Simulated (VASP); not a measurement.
Set up this calculation in VASP 6.6.1, as the native input.

- Task: single point
- Functional: PBE
- Potentials or basis: VASP PAW PBE potentials, release 64 (Er, H)
- Cutoff: 520 eV
- k mesh: 9 × 9 × 9
- Occupations: fermi-dirac, width 0.05 eV
- Spin: collinear spin, ferromagnetic start
- Starting moments: [3.0, 0.0] μB
- Further INCAR settings: ALGO = Normal; EDIFF = 1e-07; NBANDS = 22

The structure of ErH lies in POSCAR:

```
ErH
1.0
    0.0000000000      2.4358500000      2.4358500000
    2.4358500000      0.0000000000      2.4358500000
    2.4358500000      2.4358500000      0.0000000000
Er H
1 1
Direct
    0.0000000000      0.0000000000      0.0000000000
    0.5000000000      0.5000000000      0.5000000000
```

The cell comes from a database or a generator and needn't be the stable form of this composition.

These files were run (other wordings do the same):

INCAR

```
ALGO = Normal ; EDIFF = 1E-7
ENCUT = 520 ; GGA = PE
ISIF = 2 ; ISMEAR = -1
ISPIN = 2 ; LASPH = True
LCHARG = True ; LELF = True
LMAXMIX = 6 ; LORBIT = 11
LREAL = False ; LVHAR = True
LWAVE = False ; MAGMOM = 3 0
NBANDS = 22 ; NELM = 120
PREC = Accurate ; SIGMA = 0.05
```

KPOINTS

```
k-points
0
Gamma
  9 9 9
```

Potentials or basis: VASP PAW PBE potentials, release 64 (Er, H).

The run is started by

```bash
$ cat potpaw_PBE.64/Er/POTCAR potpaw_PBE.64/H/POTCAR > POTCAR
$ mpirun -np 1 vasp_std > vasp.out
```

It gave:

```
Pressure                                              : 1.9 GPa
Band gap on the k mesh                                : none (metal or under the smearing width)
Net moment                                            : 2.44 μB per cell
Site moments                                          : Er +2.45; H -0.00 μB
Valence electrons inside the program's atomic spheres : Er 19.70; H 0.52
```

Caveat: the magnetic or orbital state may not be the lowest; spin-orbit coupling is left out, which moves the levels of the heavy elements; without U or exact exchange the open f shell lies at the Fermi level, which spoils levels, moments and volumes.

Wall time 4 min on 1 thread of AMD EPYC 7R13 Processor (Zen 3) (shared host), peak memory 0.18 GiB.
